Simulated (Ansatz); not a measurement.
NaH in the h-MgO structure (r2SCAN geometry), in Ansatz:

```
Na H
1.0
     3.95331    0.00000    0.00000
    -1.97665    3.42366    0.00000
     0.00000    0.00000    4.82832
Na H
2 2
Cartesian
  0.0000 2.2824 1.2071
  1.9767 1.1412 3.6212
  1.9767 1.1412 1.2071
  0.0000 2.2824 3.6212
```

G0W0@PBE with 245 empty bands, a screening cutoff of 140 eV and a 6×6×4 mesh (PAW, contour deformation) gives 5.436 eV over the mesh points, from a PBE gap of 3.327 eV; it sums over 255 bands with 225 plane waves in the screening and a wave cutoff of 420 eV. No extrapolation in bands, cutoff or mesh was made for G0W0. All values are calculated for a non-magnetic cell, which may be hypothetical.

(1) Estimate the gap with empty bands 106, screening cutoff 80 eV.

(2) Estimate the gap with empty bands 451, screening cutoff 210 eV.

(3) Estimate the gap with starting point HSE06.

(4) Another run gave a Kohn-Sham gap of 3.330 eV and a G0W0 gap of 5.431 eV, summing over 255 bands with 225 plane waves in the screening and a wave cutoff of 1197 eV. What was changed?

Results:

(1) 5.295 eV (-0.141 eV), from a Kohn-Sham gap of 3.327 eV.

(2) 5.497 eV (+0.061 eV), from a Kohn-Sham gap of 3.327 eV.

(3) 6.119 eV (+0.683 eV), from a Kohn-Sham gap of 4.264 eV.

(4) Potentials of the kind norm-conserving. The wave cutoff gives it away.
